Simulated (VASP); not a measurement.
A run of VASP 6.6.1 is set up as follows.

The input INCAR:

```
PREC     = Accurate       # precision mode
ENCUT    = 520            # plane-wave cutoff, eV
EDIFF    = 1E-6           # SCF threshold, eV
ISMEAR   = 0              # smearing method
SIGMA    = 0.05           # smearing width, eV
LREAL    = False          # projectors in reciprocal space
LASPH    = True           # aspherical terms in the spheres
NELM     = 100            # most SCF steps
ALGO     = Fast           # electronic algorithm
ISIF     = 2              # what is computed and relaxed
LWAVE    = False          # write WAVECAR
LCHARG   = False          # write CHGCAR
GGA      = PE             # functional
NBANDS   = 16             # bands
```

The input KPOINTS:

```
Automatic mesh
0
Gamma
  8 8 8
```

Contents of POSCAR:

```
CdSe
1.0
    0.0000000000      3.0984146730      3.0984146730
    3.0984146730      0.0000000000      3.0984146730
    3.0984146730      3.0984146730      0.0000000000
Cd Se
1 1
Direct
   -0.0495013504      0.0128120847      0.0498546145
    0.7995013504      0.7371879153      0.7001453855
```

Potentials or basis: VASP PAW PBE potentials, release 64 (Cd, Se).

The run is started by

```console
$ cat potpaw_PBE.64/Cd/POTCAR potpaw_PBE.64/Se/POTCAR > POTCAR
$ mpirun -np 1 vasp_std > vasp.out
```

Problem. What does it give for the pressure?

Solution. 3.9 GPa.

Problem. Estimate the band gap on the k mesh.

Solution. 0.55 eV, direct.

Problem. What does it give for the largest force?

Solution. 2.752 eV/Å.

Stress tensor (GPa, compression positive):
```
 2.13  4.60 -3.65
 4.60  5.67 -6.70
-3.65 -6.70  3.96
```

Caveat: forces of over 1 eV/Å show positions far from the minimum, so gaps and moduli don't describe the material at rest.
